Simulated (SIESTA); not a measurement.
Runs of SIESTA 5.4.2 on MoP. It takes space group P-6m2 (No. 187, hexagonal). The conventional cell has a = 3.223 Å, b = 3.223 Å, c = 3.191 Å, α = 90.00°, β = 90.00°, γ = 120.00°. Around Mo (site symmetry -6m2) lie 6 P at 2.45 Å. P (site symmetry -6m2) is surrounded by 6 Mo at 2.45 Å. 

```csv
task,level,potentials or basis,gap on the mesh (eV),pressure (GPa)
band structure,PBE,"PseudoDojo 0.4 standard (PBE files), DZ (energy shift 0.003 Ry; two zetas on semicore shells)",none,16.9
band structure,PBE,"PseudoDojo 0.4 standard (PBE files), SZP (energy shift 0.003 Ry)",none,7.1
band structure,PBE,"PseudoDojo 0.4 standard (PBE files), SZ (energy shift 0.003 Ry)",none,(a)
band structure,PBE,"PseudoDojo 0.4 standard (PBE files), DZDP (energy shift 0.003 Ry; two zetas on semicore shells)",none,4.9
```

Alike in all rows: no spin polarisation; cell as given; k mesh 10 × 10 × 8; smearing fermi-dirac 0.05 eV; grid cutoff 800 Ry; energy shift 0.003 Ry.

Question: Fill in the values left out.

Answer: (a) 25.8.

Caveats: the basis of atomic orbitals isn't converged, which shifts pressures, moduli and gaps; the basis has no polarisation orbitals (some runs).

A k mesh can miss the band edges, and the runs leave out spin-orbit coupling on Mo.

A gap of «none» marks a metal or a gap under the smearing width.
